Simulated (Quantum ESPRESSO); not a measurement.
# Cr (Im-3m) in Quantum ESPRESSO: further runs

The runs below take Cr through single point, equation of state, with PBE+D3(BJ).

Program: Quantum ESPRESSO 7.5. These are calculated values, not measurements. Logs are shortened: lines on timing, memory, paths and dates and some standing lists are left out, and cuts for length are marked.

### Step 1. The crystal as given

It takes space group Im-3m (No. 229, cubic). Conventional cell: a = 2.969 Å, b = 2.969 Å, c = 2.969 Å, α = 90.00°, β = 90.00°, γ = 90.00°. Cr (site symmetry m-3m) is surrounded by 8 Cr at 2.57 Å.

### Step 2. Single point, PBE+D3(BJ), collinear spin, ferromagnetic start, 12.30 Å³/atom

pw.in

```
&CONTROL
  calculation = 'scf'
  prefix = 'pwscf'
  outdir = './tmp'
  pseudo_dir = './pseudo'
  tprnfor = .true.
  tstress = .true.
  disk_io = 'nowf'
/
&SYSTEM
  ibrav = 0
  nat = 1
  ntyp = 1
  ecutwfc = 94
  nbnd = 16
  occupations = 'smearing'
  smearing = 'fd'
  degauss = 0.00367493
  nspin = 2
  starting_magnetization(1) = 0.2143
  vdw_corr = 'grimme-d3'
  dftd3_version = 4
/
&ELECTRONS
  conv_thr = 2d-10
  electron_maxstep = 120
  mixing_beta = 0.3
/
ATOMIC_SPECIES
Cr    51.9961 Cr.upf
CELL_PARAMETERS angstrom
  -1.4541462833    1.4541462833    1.4541462833
   1.4541462833   -1.4541462833    1.4541462833
   1.4541462833    1.4541462833   -1.4541462833
ATOMIC_POSITIONS crystal
Cr     0.0000000000    0.0000000000    0.0000000000
K_POINTS automatic
12 12 12 0 0 0
```

Potentials or basis: PseudoDojo 0.4.1 SR PBE standard.

The run is started by

```sh
OMP_NUM_THREADS=1 pw.x -in pw.in > pw.out
```

pw.out:

```text
This program is part of the open-source Quantum ESPRESSO suite
     for quantum simulation of materials; please cite
         "P. Giannozzi et al., J. Phys.:Condens. Matter 21 395502 (2009);
         "P. Giannozzi et al., J. Phys.:Condens. Matter 29 465901 (2017);
         "P. Giannozzi et al., J. Chem. Phys. 152 154105 (2020);
     in publications or presentations arising from this work. More details at

     Message from routine setup:
     using ibrav=0 with symmetry is DISCOURAGED, use correct ibrav instead

     G-vector sticks info
     --------------------
     sticks:   dense  smooth     PW     G-vecs:    dense   smooth      PW
     Sum         631     631    229                10149    10149    2243

     Using Slab Decomposition

     bravais-lattice index     =            0
     lattice parameter (alat)  =       4.7596  a.u.
     unit-cell volume          =      83.0005 (a.u.)^3
     number of atoms/cell      =            1
     number of atomic types    =            1
     number of electrons       =        14.00
     number of Kohn-Sham states=           16
     kinetic-energy cutoff     =      94.0000  Ry
     charge density cutoff     =     376.0000  Ry
     scf convergence threshold =      2.0E-10
     mixing beta               =       0.3000
     number of iterations used =            8  plain     mixing
     Exchange-correlation= PBE
                           (   1   4   3   4   0   0   0)

     celldm(1)=   4.759569  celldm(2)=   0.000000  celldm(3)=   0.000000
     celldm(4)=   0.000000  celldm(5)=   0.000000  celldm(6)=   0.000000

     crystal axes: (cart. coord. in units of alat)
               a(1) = (  -0.577350   0.577350   0.577350 )
               a(2) = (   0.577350  -0.577350   0.577350 )
               a(3) = (   0.577350   0.577350  -0.577350 )

     reciprocal axes: (cart. coord. in units 2 pi/alat)
               b(1) = ( -0.000000  0.866025  0.866025 )
               b(2) = (  0.866025 -0.000000  0.866025 )
               b(3) = (  0.866025  0.866025  0.000000 )

     PseudoPot. # 1 for Cr read from file:
     Cr.upf
     Pseudo is Norm-conserving + core correction, Zval = 14.0
     Generated using ONCVPSP code by D. R. Hamann
     Using radial grid of 1638 points,  6 beta functions with:
                l(1) =   0
                l(2) =   0
                l(3) =   1
                l(4) =   1
                l(5) =   2
                l(6) =   2

     atomic species   valence    mass     pseudopotential
     Cr               14.00    51.99610     Cr( 1.00)

     Starting magnetic structure
     atomic species   magnetization
     Cr              0.214

     48 Sym. Ops., with inversion, found

   Cartesian axes

     site n.     atom                  positions (alat units)
         1        Cr     tau(   1) = (   0.0000000   0.0000000   0.0000000  )

     --------------------------------------------
     DFT-D3 Dispersion Correction (3-body terms):
     --------------------------------------------
       Reference C6 values for interpolation:

         atom   Coordination number   C6
         Cr         0.000          1381.48
         Cr         1.827           571.38
         Cr        10.619           306.69

       Values used:

         atom   Coordination number  R0_AB[au]  C6      C8
         Cr        10.872            3.252    306.69  28303.74

         Molecular C6 ( Ry / a.u.^6 ) =       306.69

     number of k points=    72  Fermi-Dirac smearing, width (Ry)=  0.0037
                       cart. coord. in units 2pi/alat
        k(    1) = (   0.0000000   0.0000000   0.0000000), wk =   0.0005787
        k(    2) = (   0.0721688   0.0721688   0.0000000), wk =   0.0069444
        k(    3) = (   0.1443376   0.1443376   0.0000000), wk =   0.0069444
        k(    4) = (   0.2165064   0.2165064   0.0000000), wk =   0.0069444
        k(    5) = (   0.2886751   0.2886751   0.0000000), wk =   0.0069444
        k(    6) = (   0.3608439   0.3608439   0.0000000), wk =   0.0069444
[... 64 lines left out ...]
        k(   71) = (  -0.8660254  -0.0721688  -0.0721688), wk =   0.0069444
        k(   72) = (  -0.8660254  -0.8660254  -0.8660254), wk =   0.0005787

     Dense  grid:    10149 G-vectors     FFT dimensions: (  30,  30,  30)

     Generating pointlists ...
     new r_m :   0.4125 (alat units)  1.9633 (a.u.) for type    1

     Initial potential from superposition of free atoms

     starting charge      13.9986, renormalised to      14.0000
     Starting wfcs are   10 randomized atomic wfcs +    6 random wfcs

     Self-consistent Calculation

     iteration #  1     ecut=    94.00 Ry     beta= 0.30
     Davidson diagonalization with overlap
     ethr =  1.00E-02,  avg # of iterations =  5.1

     total energy              =    -177.93319698 Ry
     estimated scf accuracy    <       0.46835063 Ry

     total magnetization       =     0.95 Bohr mag/cell
     absolute magnetization    =     0.97 Bohr mag/cell

     iteration #  2     ecut=    94.00 Ry     beta= 0.30
     Davidson diagonalization with overlap
     ethr =  3.35E-03,  avg # of iterations =  1.0

     total energy              =    -177.98978840 Ry
     estimated scf accuracy    <       0.06178969 Ry

     total magnetization       =     1.01 Bohr mag/cell
     absolute magnetization    =     1.02 Bohr mag/cell

     iteration #  3     ecut=    94.00 Ry     beta= 0.30
     Davidson diagonalization with overlap
     ethr =  4.41E-04,  avg # of iterations =  1.1

     total energy              =    -178.00655034 Ry
     estimated scf accuracy    <       0.02940492 Ry

     total magnetization       =     0.71 Bohr mag/cell
     absolute magnetization    =     0.74 Bohr mag/cell
[... 95 lines left out ...]
     total energy              =    -178.03182677 Ry
     estimated scf accuracy    <          4.5E-09 Ry

     total magnetization       =     0.00 Bohr mag/cell
     absolute magnetization    =     0.00 Bohr mag/cell

     iteration # 14     ecut=    94.00 Ry     beta= 0.30
     Davidson diagonalization with overlap
     ethr =  3.19E-11,  avg # of iterations =  1.3

     total energy              =    -178.03182677 Ry
     estimated scf accuracy    <          2.6E-09 Ry

     total magnetization       =    -0.00 Bohr mag/cell
     absolute magnetization    =     0.00 Bohr mag/cell

     iteration # 15     ecut=    94.00 Ry     beta= 0.30
     Davidson diagonalization with overlap
     ethr =  1.85E-11,  avg # of iterations =  1.0

     Magnetic moment per site  (integrated on atomic sphere of radius R)
     atom   1 (R=0.412)  charge= 12.2560  magn= -0.0000

     End of self-consistent calculation

     Number of k-points >= 100: set verbosity='high' to print the bands.

     the Fermi energy is    18.2485 ev

!    total energy              =    -178.03182677 Ry
     estimated scf accuracy    <          6.9E-11 Ry
     smearing contrib. (-TS)   =      -0.00040580 Ry
     internal energy E=F+TS    =    -178.03142097 Ry

     The total energy is F=E-TS. E is the sum of the following terms:
     one-electron contribution =     -58.77580893 Ry
     hartree contribution      =      36.86825427 Ry
     xc contribution           =     -26.30687277 Ry
     ewald contribution        =    -129.78635232 Ry
     DFT-D3 Dispersion         =      -0.03064123 Ry

     total magnetization       =    -0.00 Bohr mag/cell
     absolute magnetization    =     0.00 Bohr mag/cell

     convergence has been achieved in  15 iterations

     Forces acting on atoms (cartesian axes, Ry/au):

     atom    1 type  1   force =     0.00000000    0.00000000    0.00000000

     Total force =     0.000000     Total SCF correction =     0.000000

     Computing stress (Cartesian axis) and pressure

          total   stress  (Ry/bohr**3)                   (kbar)     P=     -194.29
  -0.00132076  -0.00000000  -0.00000000         -194.29       -0.00       -0.00
  -0.00000000  -0.00132076  -0.00000000           -0.00     -194.29       -0.00
  -0.00000000  -0.00000000  -0.00132076           -0.00       -0.00     -194.29

=------------------------------------------------------------------------------=
   JOB DONE.
=------------------------------------------------------------------------------=
```

Run time: 35 s. Hardware: 1 thread of Intel Xeon Platinum 8488C (Sapphire Rapids), shared host; peak memory 0.09 GiB.

What came out:

* Free energy: -2422.2464 eV
* Pressure: -19.4 GPa
* Band gap on the k mesh: none (metal or under the smearing width)
* Net moment: 0.00 μB per cell
* Absolute moment: 0.00 μB per cell
* Valence electrons inside the program's atomic spheres: Cr 12.26

Caveat: the starting moments collapsed, and a magnetic state may lie lower; pairwise dispersion overbinds metals, which lowers pressure and volume.

### Step 3. Single point, PBE+D3(BJ), collinear spin, ferromagnetic start, 12.56 Å³/atom

Edit pw.in of step 2 so:

```diff
@@ -31,5 +31,5 @@
 CELL_PARAMETERS angstrom
-  -1.4541462833    1.4541462833    1.4541462833
-   1.4541462833   -1.4541462833    1.4541462833
-   1.4541462833    1.4541462833   -1.4541462833
+  -1.4643870875    1.4643870875    1.4643870875
+   1.4643870875   -1.4643870875    1.4643870875
+   1.4643870875    1.4643870875   -1.4643870875
 ATOMIC_POSITIONS crystal
```

Potentials or basis: PseudoDojo 0.4.1 SR PBE standard.

The run is started by

```sh
OMP_NUM_THREADS=1 pw.x -in pw.in > pw.out
```

It took 35 s on 1 thread of Intel Xeon Platinum 8488C (Sapphire Rapids), shared host; peak memory 0.09 GiB.

The run converged. Its results:

| Quantity | Value |
| --- | --- |
| Free energy | -2422.2117 eV |
| Pressure | -23.2 GPa |
| Band gap on the k mesh | none (metal or under the smearing width) |
| Net moment | 0.00 μB per cell |
| Absolute moment | 0.00 μB per cell |
| Valence electrons inside the program's atomic spheres | Cr 12.27 |

Caveat: the starting moments collapsed, and a magnetic state may lie lower; pairwise dispersion overbinds metals, which lowers pressure and volume.

### Step 4. Single point, PBE+D3(BJ), collinear spin, ferromagnetic start, 12.82 Å³/atom

Edit pw.in of step 3 so:

```diff
@@ -31,5 +31,5 @@
 CELL_PARAMETERS angstrom
-  -1.4643870875    1.4643870875    1.4643870875
-   1.4643870875   -1.4643870875    1.4643870875
-   1.4643870875    1.4643870875   -1.4643870875
+  -1.4744866279    1.4744866279    1.4744866279
+   1.4744866279   -1.4744866279    1.4744866279
+   1.4744866279    1.4744866279   -1.4744866279
 ATOMIC_POSITIONS crystal
```

The run is started by

```sh
OMP_NUM_THREADS=1 pw.x -in pw.in > pw.out
```

Run time: 35 s. Hardware: 1 thread of Intel Xeon Platinum 8488C (Sapphire Rapids), shared host; peak memory 0.1 GiB.

It converged, with:

```yaml
Free_energy: -2422.1712 eV
Pressure: -26.5 GPa
Band_gap_on_the_k_mesh: none (metal or under the smearing width)
Net_moment: 0.00 μB per cell
Absolute_moment: 0.00 μB per cell
Valence_electrons_inside_the_program's_atomic_spheres: Cr 12.29
```

Caveat: the starting moments collapsed, and a magnetic state may lie lower; pairwise dispersion overbinds metals, which lowers pressure and volume.

### Step 5. Single point, PBE+D3(BJ), collinear spin, ferromagnetic start, 13.08 Å³/atom

Edit pw.in of step 4 so:

```diff
@@ -31,5 +31,5 @@
 CELL_PARAMETERS angstrom
-  -1.4744866279    1.4744866279    1.4744866279
-   1.4744866279   -1.4744866279    1.4744866279
-   1.4744866279    1.4744866279   -1.4744866279
+  -1.4844496776    1.4844496776    1.4844496776
+   1.4844496776   -1.4844496776    1.4844496776
+   1.4844496776    1.4844496776   -1.4844496776
 ATOMIC_POSITIONS crystal
```

The run is started by

```sh
OMP_NUM_THREADS=1 pw.x -in pw.in > pw.out
```

Run time: 38 s. Hardware: 1 thread of Intel Xeon Platinum 8488C (Sapphire Rapids), shared host; peak memory 0.1 GiB.

The run converged. Its results:

```yaml
Free_energy: -2422.1256 eV
Pressure: -29.4 GPa
Band_gap_on_the_k_mesh: none (metal or under the smearing width)
Net_moment: 0.00 μB per cell
Absolute_moment: 0.00 μB per cell
Valence_electrons_inside_the_program's_atomic_spheres: Cr 12.30
```

Caveat: the starting moments collapsed, and a magnetic state may lie lower; pairwise dispersion overbinds metals, which lowers pressure and volume.

### Step 6. Single point, PBE+D3(BJ), collinear spin, ferromagnetic start, 13.35 Å³/atom

Edit pw.in of step 5 so:

```diff
@@ -31,5 +31,5 @@
 CELL_PARAMETERS angstrom
-  -1.4844496776    1.4844496776    1.4844496776
-   1.4844496776   -1.4844496776    1.4844496776
-   1.4844496776    1.4844496776   -1.4844496776
+  -1.4942807567    1.4942807567    1.4942807567
+   1.4942807567   -1.4942807567    1.4942807567
+   1.4942807567    1.4942807567   -1.4942807567
 ATOMIC_POSITIONS crystal
```

Potentials or basis: PseudoDojo 0.4.1 SR PBE standard.

The run is started by

```sh
OMP_NUM_THREADS=1 pw.x -in pw.in > pw.out
```

Run time: 52 s. Hardware: 1 thread of Intel Xeon Platinum 8488C (Sapphire Rapids), shared host; peak memory 0.1 GiB.

Results (log left out):

* Free energy: -2422.0756 eV
* Pressure: -31.9 GPa
* Band gap on the k mesh: none (metal or under the smearing width)
* Net moment: 0.00 μB per cell
* Absolute moment: 0.00 μB per cell
* Valence electrons inside the program's atomic spheres: Cr 12.31

Caveat: the cell as given lies far from equilibrium; the starting moments collapsed, and a magnetic state may lie lower; pairwise dispersion overbinds metals, which lowers pressure and volume.

### Step 7. Single point, PBE+D3(BJ), collinear spin, ferromagnetic start, 13.61 Å³/atom

Edit pw.in of step 6 so:

```diff
@@ -31,5 +31,5 @@
 CELL_PARAMETERS angstrom
-  -1.4942807567    1.4942807567    1.4942807567
-   1.4942807567   -1.4942807567    1.4942807567
-   1.4942807567    1.4942807567   -1.4942807567
+  -1.5039841504    1.5039841504    1.5039841504
+   1.5039841504   -1.5039841504    1.5039841504
+   1.5039841504    1.5039841504   -1.5039841504
 ATOMIC_POSITIONS crystal
```

The run is started by

```sh
OMP_NUM_THREADS=1 pw.x -in pw.in > pw.out
```

Run time: 45 s. Hardware: 1 thread of Intel Xeon Platinum 8488C (Sapphire Rapids), shared host; peak memory 0.1 GiB.

The run converged. Its results:

- Free energy: -2422.0217 eV
- Pressure: -34.2 GPa
- Band gap on the k mesh: none (metal or under the smearing width)
- Net moment: 0.00 μB per cell
- Absolute moment: 0.00 μB per cell
- Valence electrons inside the program's atomic spheres: Cr 12.33

Caveat: the cell as given lies far from equilibrium; the starting moments collapsed, and a magnetic state may lie lower; pairwise dispersion overbinds metals, which lowers pressure and volume.

### Step 8. Single point, PBE+D3(BJ), collinear spin, ferromagnetic start, 13.87 Å³/atom

Edit pw.in of step 7 so:

```diff
@@ -31,5 +31,5 @@
 CELL_PARAMETERS angstrom
-  -1.5039841504    1.5039841504    1.5039841504
-   1.5039841504   -1.5039841504    1.5039841504
-   1.5039841504    1.5039841504   -1.5039841504
+  -1.5135639255    1.5135639255    1.5135639255
+   1.5135639255   -1.5135639255    1.5135639255
+   1.5135639255    1.5135639255   -1.5135639255
 ATOMIC_POSITIONS crystal
```

The run is started by

```sh
OMP_NUM_THREADS=1 pw.x -in pw.in > pw.out
```

It took 54 s on 1 thread of Intel Xeon Platinum 8488C (Sapphire Rapids), shared host; peak memory 0.1 GiB.

The run converged. Its results:

```yaml
Free_energy: -2421.9643 eV
Pressure: -36.2 GPa
Band_gap_on_the_k_mesh: none (metal or under the smearing width)
Net_moment: 0.00 μB per cell
Absolute_moment: 0.00 μB per cell
Valence_electrons_inside_the_program's_atomic_spheres: Cr 12.34
```

Caveat: the cell as given lies far from equilibrium; the starting moments collapsed, and a magnetic state may lie lower; pairwise dispersion overbinds metals, which lowers pressure and volume.

### Step 9. Equation of state, PBE+D3(BJ), collinear spin, ferromagnetic start

Potentials or basis: PseudoDojo 0.4.1 SR PBE standard.

No new run: the results of the series are fitted here.

What came out:

```
Equilibrium volume : 11.31 Å³/atom (rough: see the caveat)
Bulk modulus       : 277 GPa (rough)
```

Energy against volume, from the lowest point:
```tsv
volume (Å³/atom)	energy (meV/atom)
12.299	0.00
12.561	34.73
12.823	75.22
13.084	120.77
13.346	170.80
13.608	224.75
13.870	282.14
```

Caveat: the minimum lies outside the volumes run.
